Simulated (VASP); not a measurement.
BeSe, 2 atoms in the cell. The structure is cubic, space group F-43m (No. 216). The conventional cell has a = 5.147 Å, b = 5.147 Å, c = 5.147 Å, α = 90.00°, β = 90.00°, γ = 90.00°. Around Be (site symmetry -43m) lie 4 Se at 2.23 Å. Around Se (site symmetry -43m) lie 4 Be at 2.23 Å. 

| Quantity | Value |
| --- | --- |
| Program | VASP 6.6.1 |
| Task | single point |
| Functional | PBE |
| Potentials or basis | VASP PAW PBE potentials, release 64 (Be, Se) |
| Cutoff | 520 eV |
| k mesh | 10 × 10 × 10 |
| Occupations | fermi-dirac, width 0.1 eV |
| Spin | no spin polarisation |
| Dipole correction | no |
| Further INCAR settings | ALGO = Normal; EDIFF = 1e-07; NBANDS = 11 |

Potentials or basis: VASP PAW PBE potentials, release 64 (Be, Se).

The run is started by

```sh
$ cat potpaw_PBE.64/Be/POTCAR potpaw_PBE.64/Se/POTCAR > POTCAR
$ mpirun -np 1 vasp_std > vasp.out
```

Hardware: 1 thread of AMD EPYC 9R14 (Zen 4) (shared host).

Problem. Estimate the wall time of this run.

Solution. It took 11 s on 1 thread of AMD EPYC 9R14 (Zen 4), with other jobs on the host, peak memory 0.13 GiB. Counts: scf iterations 12, k points 47.
